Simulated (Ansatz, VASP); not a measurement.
K: VASP beside Ansatz

INCAR

```
SYSTEM = K
PREC = Accurate ; ENCUT = 520
EDIFF = 1E-6 ; ISMEAR = 0
SIGMA = 0.05 ; LREAL = .False.
LASPH = .True. ; NELM = 60
ALGO = Normal ; ISIF = 2
LWAVE = .False. ; LCHARG = .False.
GGA = PE ; NBANDS = 10
```

The input KPOINTS:

```
Automatic mesh
0
Gamma
  12 12 12
  0 0 0
```

POSCAR

```
K
1.0
    0.0000000000      3.2990801109      3.2990801109
    3.2990801109      0.0000000000      3.2990801109
    3.2990801109      3.2990801109      0.0000000000
K
1
Direct
    0.0000000000      0.0000000000      0.0000000000
```

Input for Ansatz:

```yaml
crystal:
  lattice:
    - [0.0, 3.2990801109, 3.2990801109]
    - [3.2990801109, 0.0, 3.2990801109]
    - [3.2990801109, 3.2990801109, 0.0]
  atoms:
    - { symbol: K, position: [0.0, 0.0, 0.0] }
basis:
  ecutwfc: 600
  ecutrho_ratio: 5
kpoints:
  mp_grid: { grid: [12, 12, 12] }
hamiltonian:
  xc: pbe
scf:
  occupations: { method: gaussian, width: 0.05 }
output:
  forces: true
  stress: true
  eigenvalues: true
```

Alike in both runs: task single point; functional PBE; k mesh 12 × 12 × 12; occupations gaussian, width 0.05 eV; no spin polarisation.

```csv
,VASP,Ansatz
version,VASP 6.6.1,Ansatz 0.2.0
potentials or method,"VASP PAW PBE potentials, release 64 (K_sv)","scalar-relativistic, plane waves, PAW"
plane-wave cutoff (eV),520,600
valence electrons in the cell,9,9
```

```csv
,VASP,Ansatz,Ansatz less VASP
gap on the k mesh at the Fermi level (eV),none,none,-
pressure (GPa),0.1,0.1,+0.01
```

A gap of «none» marks a metal or a gap that the smearing closes.
